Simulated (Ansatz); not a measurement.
# SiO2: the band gap up the ladder of functionals

The task here is to estimate one member of a computed series from the others.

Code: Ansatz 0.2.0. PAW datasets, plane waves. Spin-unpolarised throughout; all numbers are computed.

## The structure to begin with

The cell was relaxed beforehand with r2SCAN.

Space group P4_12_12 (No. 92), tetragonal; a = 4.979 Å, c = 6.915 Å in the conventional setting, 14.29 Å³ an atom. Near Si stand 4 O at 1.61 Å; near O stand 2 Si at 1.61 Å.

Coordinates:

```cif
data_structure
_symmetry_space_group_name_H-M 'P 1'
_symmetry_Int_Tables_number 1
_cell_length_a 4.9792
_cell_length_b 4.9792
_cell_length_c 6.9150
_cell_angle_alpha 90.000
_cell_angle_beta 90.000
_cell_angle_gamma 90.000
_cell_volume 171.44
loop_
_atom_site_label
_atom_site_type_symbol
_atom_site_fract_x
_atom_site_fract_y
_atom_site_fract_z
_atom_site_occupancy
Si1 Si 0.69755 0.69755 0.50000 1
Si2 Si 0.80245 0.19755 0.75000 1
Si3 Si 0.19755 0.80245 0.25000 1
Si4 Si 0.30245 0.30245 0.00000 1
O1 O 0.89074 0.76183 0.31855 1
O2 O 0.10926 0.23817 0.81855 1
O3 O 0.76183 0.89074 0.68145 1
O4 O 0.26183 0.60926 0.06855 1
O5 O 0.23817 0.10926 0.18145 1
O6 O 0.39074 0.73817 0.43145 1
O7 O 0.60926 0.26183 0.93145 1
O8 O 0.73817 0.39074 0.56855 1
```

The first run:

File input.yaml:

```yaml
crystal:
  lattice:
    - [4.9791963789, 0.0, 0.0]
    - [0.0, 4.9791963789, 0.0]
    - [0.0, 0.0, 6.9149501424]
  atoms:
    - { symbol: Si, position: [0.6975454648, 0.6975454648, 0.5] }
    - { symbol: Si, position: [0.8024545352, 0.1975454648, 0.75] }
    - { symbol: Si, position: [0.1975454648, 0.8024545352, 0.25] }
    - { symbol: Si, position: [0.3024545352, 0.3024545352, 0.0] }
    - { symbol: O, position: [0.8907366699, 0.7618304501, 0.3185486099] }
    - { symbol: O, position: [0.1092633301, 0.2381695499, 0.8185486099] }
    - { symbol: O, position: [0.7618304501, 0.8907366699, 0.6814513901] }
    - { symbol: O, position: [0.2618304501, 0.6092633301, 0.0685486099] }
    - { symbol: O, position: [0.2381695499, 0.1092633301, 0.1814513901] }
    - { symbol: O, position: [0.3907366699, 0.7381695499, 0.4314513901] }
    - { symbol: O, position: [0.6092633301, 0.2618304501, 0.9314513901] }
    - { symbol: O, position: [0.7381695499, 0.3907366699, 0.5685486099] }
kpoints:
  mp_grid: { grid: [6, 6, 4] }
  band_path:
    path:
      - [[0.0, 0.0, 0.0], [7.004350934758e-53, 0.5, 8.674509753618e-34], [0.5, 0.5, 8.674509753618e-34], [0.0, 0.0, 0.0], [1.317666651242e-84, -1.743372638867e-50, 0.5], [7.004350934758e-53, 0.5, 0.5], [0.5, 0.5, 0.5], [1.317666651242e-84, -1.743372638867e-50, 0.5]]
      - [[7.004350934758e-53, 0.5, 8.674509753618e-34], [7.004350934758e-53, 0.5, 0.5]]
      - [[0.5, 0.5, 8.674509753618e-34], [0.5, 0.5, 0.5]]
    npoints: 10
hamiltonian:
  xc: pbe
scf:
  occupations: { method: fermi_dirac, width: 0.02 }
  n_extra_bands: 7
output:
  forces: true
  stress: true
  eigenvalues: true
```

Steps of the session up to this table: Band structure with PBE; Single point with r2SCAN; HSE06; Single point with PBE0.

One of the session's tables, all rows but one given; the rest of the session is left out.

| level | gap (eV) |
| --- | --- |
| PBE | ? |
| r2SCAN | 6.35 |
| HSE06 | 7.51 |
| PBE0 | 8.28 |

Q: Estimate the row for PBE from the others.

The run gave: gap (eV): 5.73. In the column «gap (eV)» it is the lowest.

Meshes: PBE 6×6×4, r2SCAN 6×6×4, HSE06 4×4×2, PBE0 4×4×2

PBE reaches 76 % of the HSE06 value, and r2SCAN 84 %. PBE0 lies 0.77 eV above HSE06, which differs from it by screening the long-range exchange.

To keep in mind: Warnings in the runs' records: stress scf threshold loose, stress exchange threshold loose.
